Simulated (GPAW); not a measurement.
Write an ASE script for GPAW 26.7.0 that does the following.

```
Task                : band structure
Functional          : r2SCAN
Potentials or basis : GPAW PAW data sets (gpaw-data 1.2.1)
Cutoff              : 800 eV
Basis               : pw
k mesh              : 8 × 8 × 8
Occupations         : fermi-dirac, width 0.05 eV
Spin                : collinear spin, ferromagnetic start
Starting moments    : [1.0, 0.0] μB
Hubbard terms       : Ni d U = 6 eV
Maxiter             : 150
Band path           : GXWKGLUWLK,UX
Band points         : 100
```

The structure of NiO lies in POSCAR:

```
NiO
1.0
    0.0000000000      2.0859016414      2.0859016414
    2.0859016414      0.0000000000      2.0859016414
    2.0859016414      2.0859016414      0.0000000000
Ni O
1 1
Direct
    0.0000000000      0.0000000000      0.0000000000
    0.5000000000      0.5000000000      0.5000000000
```

One way to write it, as run:

run.py

```python
from ase.dft.bandgap import bandgap
from ase.io import read, write
from ase.units import GPa
from gpaw import GPAW, PW

atoms = read('POSCAR')
atoms.set_initial_magnetic_moments([1.0, 0.0])

calc = GPAW(mode=PW(800),
            xc='MGGA_X_R2SCAN+MGGA_C_R2SCAN',
            kpts={'size': (8, 8, 8), 'gamma': True},
            occupations={'name': 'fermi-dirac', 'width': 0.05},
            setups={'Ni': ':d,6.0'},
            nbands=22,
            convergence={'density': 1e-05, 'energy': 1e-05},
            maxiter=150,
            txt='gpaw.txt')
atoms.calc = calc
energy = atoms.get_potential_energy()
forces = atoms.get_forces()
stress = atoms.get_stress()
calc.write('gs.gpw')
write('result.traj', atoms)
print(f'Energy: {energy:.6f} eV')
print('Forces (eV/A):')
print(forces.round(4))
print('Stress (GPa):', (stress / GPa).round(3))
print('Moments:', calc.get_magnetic_moments().round(3))
print('Fermi level:', round(calc.get_fermi_level(), 4), 'eV')
print(f'Gap: {bandgap(calc)[0]:.4f} eV, direct: {bandgap(calc, direct=True)[0]:.4f} eV')

path = atoms.cell.bandpath('GXWKGLUWLK,UX', npoints=100, eps=1e-4)
bs_calc = calc.fixed_density(kpts=path, symmetry='off', nbands=31,
                             convergence={'bands': 'CBM+6.0', 'eigenstates': 1e-6}, txt='bands.txt')
bs = bs_calc.band_structure()
bs.write('bs.json')
print(f'Gap on the path: {bandgap(bs_calc)[0]:.4f} eV')
```

Potentials or basis: GPAW PAW data sets (gpaw-data 1.2.1), pw.

Launch:

```sh
$ OMP_NUM_THREADS=1 python run.py
```

Results of the run:

The pressure is 11.0 GPa, the band gap on the k mesh is 3.00 eV, indirect (least direct gap 4.35 eV) and the band gap along the path is 3.00 eV, indirect (least direct gap 4.35 eV). The net moment is 2.00 μB per cell and the site moments are Ni +1.85; O +0.12 μB.

Caveat: the stock nickel data set gives pressures a few GPa off other programs; the PAW data sets were made with another functional, which shifts forces and pressure a little; a cell with one magnetic atom can't hold antiferromagnetic order, which such compounds often take.

It took 3.3 min on 1 thread of Arm Neoverse V1, on a shared host, peak memory 0.39 GiB.
